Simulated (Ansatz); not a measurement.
# SrCl2: the cost of one run

Program: Ansatz 0.2.0 through its Python package. Level of theory: DFT PBE, plane waves, PAW. These are calculated values, not measurements.

## (1) Starting point

SrCl2 Fm-3m: It takes space group Fm-3m (No. 225, cubic). The conventional cell has a = 6.980 Å, b = 6.980 Å, c = 6.980 Å, α = 90.00°, β = 90.00°, γ = 90.00°. Sr (site symmetry m-3m) is surrounded by 8 Cl at 3.02 Å. Cl (site symmetry -43m) is surrounded by 4 Sr at 3.02 Å.

SrCl2 P6/mmm: It takes space group P6/mmm (No. 191, hexagonal). The conventional cell has a = 4.390 Å, b = 4.390 Å, c = 4.829 Å, α = 90.00°, β = 90.00°, γ = 120.00°. Around Sr (site symmetry 6/mmm) lie 12 Cl at 3.50 Å. Around Cl (site symmetry -6m2) lie 3 Cl at 2.53 Å and 6 Sr at 3.50 Å.

No structure file is read: the coordinates are typed or built in the script.

## (2) Script

File run_transition.py:

```python
"""Enthalpies of two structures of SrCl2 under pressure."""

import ansatz as az
import numpy as np


def fluorite(first, second, a):
    return (
        az.Lattice.fcc(a)
        .space_group(225)
        .atom(first, (0, 0, 0))
        .atom(second, (0.25, 0.25, 0.25))
        .primitive()
    )


def alb2(first, second, a):
    return (
        az.Lattice.from_parameters(a, a, 1.1 * a, alpha=90, beta=90, gamma=120)
        .space_group(191)
        .atom(first, (0, 0, 0))
        .atom(second, (1 / 3, 2 / 3, 0.5))
    )


def compute(name, crystal, pressure=0.0):
    calc = (
        crystal.calculation()
        .functional(az.Functional.PBE)
        .basis(500)
        .kpoints(spacing=0.3)  # the mesh must be finer for metals
        .occupations("gaussian", width=0.01)  # fractional filling near the Fermi level
    )
    calc = calc.relax(force_tolerance=0.01, max_steps=40, cell=True, pressure=pressure)
    return calc.run(threads=1)


def volume_per_atom(outcome):
    return abs(np.linalg.det(outcome.lattice.cell_ang)) / len(outcome.lattice.sites)

phases = {}
phases["fluorite"] = fluorite("Sr", "Cl", 6.98)
phases["AlB2"] = alb2("Sr", "Cl", 4.39)

# H = E + PV, with 1 eV per cubic angstrom equal to 160.2 GPa
pressures = [0, 15, 30, 45]
enthalpy, volume = {name: [] for name in phases}, {name: [] for name in phases}
for p in pressures:
    for name, crystal in phases.items():
        o = compute(name, crystal, pressure=p)
        volume[name].append(volume_per_atom(o))
        enthalpy[name].append(o.report["energy_sigma0_ev"] / len(o.lattice.sites) + p * volume[name][-1] / 160.21766)
gap = np.array(enthalpy["AlB2"]) - np.array(enthalpy["fluorite"])
rows = [(p, va, vb, 1000 * d) for p, va, vb, d in zip(pressures, volume["fluorite"], volume["AlB2"], gap)]
print("   P (GPa)  V fluorite (A^3/atom)  V AlB2 (A^3/atom)  H(AlB2) - H(fluorite) (meV/atom)")
for row in rows:
    print(f"{row[0]:10d}  {row[1]:21.3f}  {row[2]:17.3f}  {row[3]:+32.1f}")
crossings = [p0 - g0 * (p1 - p0) / (g1 - g0) for p0, p1, g0, g1 in zip(pressures, pressures[1:], gap, gap[1:]) if g0 * g1 < 0]
print("crossing near", [round(float(p), 1) for p in crossings], "GPa") if crossings else print("no crossing in this range")
```

## (3) The input behind the calls

The engine receives this input (first run):

```yaml
crystal:
  lattice:
    bravais: fcc
    a: 6.98
  space_group: 225
  atoms:
    - { symbol: Sr, position: [0.0, 0.0, 0.0] }
    - { symbol: Cl, position: [0.25, 0.25, 0.25] }
  reduce_to_primitive: true
basis:
  ecutwfc: 500.0
kpoints:
  mp_grid:
    kspacing: 0.3
hamiltonian:
  xc: pbe
scf:
  occupations:
    method: gaussian
    width: 0.01
relax:
  f_tol: 0.01
  max_steps: 40
  cell:
    p_target: 0.0
```

## (4) Launch

Command:

```console
$ python run_transition.py
```

**Question.** How long does this script take on 1 thread of Arm Neoverse V1, shared host, and how much memory does it need?

About 2 min, with a peak of 0.44 GiB.
